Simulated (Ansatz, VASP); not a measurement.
# BAs in VASP and in Ansatz

```
B As
1.0
     0.00000    2.38850    2.38850
     2.38850    0.00000    2.38850
     2.38850    2.38850    0.00000
B As
1 1
Direct
  0.00000 0.00000 0.00000
  0.75000 0.75000 0.75000
```

Alike in both runs: task relaxation of cell and atoms; functional PBEsol; k mesh 10 × 10 × 10; occupations gaussian, width 0.02 eV; no spin polarisation.

```csv
,VASP,Ansatz
version,VASP 6.6.1,Ansatz 0.2.0
potentials or method,"VASP PAW PBE potentials, release 64 (B, As)","scalar-relativistic, plane waves, PAW"
plane-wave cutoff (eV),600,520
valence electrons in the cell,8,18
```

```tsv
	VASP	Ansatz	Ansatz less VASP
gap on the k mesh at the Fermi level, each at its own relaxed structure (eV)	1.08	1.08	+0.003
relaxed volume (Å³/atom)	13.63	13.55	-0.079
relaxed cell length with the largest relative difference (Å)	3.378	3.371	-0.0065
```

The two sets of potentials don't hold the same shells in valence.

Caveats: the relaxation stopped at its first step, so nothing moved; the PAW data sets were made with another functional, which shifts forces and pressure a little (VASP). A k mesh can miss the band edges. As with any semilocal functional, this PBEsol gap is likely too small.
